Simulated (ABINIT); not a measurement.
Runs of ABINIT 10.8.3 (patched build) on Si2Mo. Symmetry: P6_222, No. 180, hexagonal system. Conventional cell: a = 4.585 Å, b = 4.585 Å, c = 6.580 Å, α = 90.00°, β = 90.00°, γ = 120.00°. Around Mo (site symmetry 222) lie 10 Si at 2.57 to 2.67 Å. Around Si (site symmetry 2) lie 5 Si at 2.55 to 2.67 Å and 5 Mo at 2.57 to 2.67 Å. Measurements of this composition are mostly on another form, of space group No. 139.

```csv
task,level,potentials or basis,cell,k mesh,cutoff (eV),fine-grid cutoff,cell freedom (optcell),cutoff smearing ecutsm (Ha),optimiser (ionmov),force stop (Ha/bohr),gap on the mesh (eV),pressure (GPa),largest force (eV/Å)
band structure,r2SCAN,JTH PAW PBE v2.0,as given,6 × 6 × 3,490,979.61 eV,-,-,-,-,0.35,(a),-
single point,PBE,JTH PAW PBE v2.0,as given,7 × 7 × 4,408,816.342 eV,-,-,-,-,0.26,(b),0.01
single point,PBE,JTH PAW PBE v2.0,"atoms moved at random, drawn with an rms of 0.05 Å",7 × 7 × 4,408,816.342 eV,-,-,-,-,0.06,4.4,1.39
relaxation of cell and atoms,LDA,JTH PAW LDA v2.0,relaxed,6 × 6 × 3,408,816.342 eV,2,0.5,2,5e-05,0.20,0.0,-
```

Alike in all rows: no spin polarisation; smearing fermi-dirac 0.05 eV.

**Question.** Fill in the values left out.

**Answer.** (a) 0.1; (b) 3.6.

Caveats: an odd mesh through Γ misses points on the zone boundary, where band edges often lie (some runs); the PAW data sets were made with another functional, which shifts forces and pressure a little (some runs); the mesh misses the band edges, which the band path finds closer together (some runs).

A k mesh can miss the band edges, and the runs leave out spin-orbit coupling on Mo.
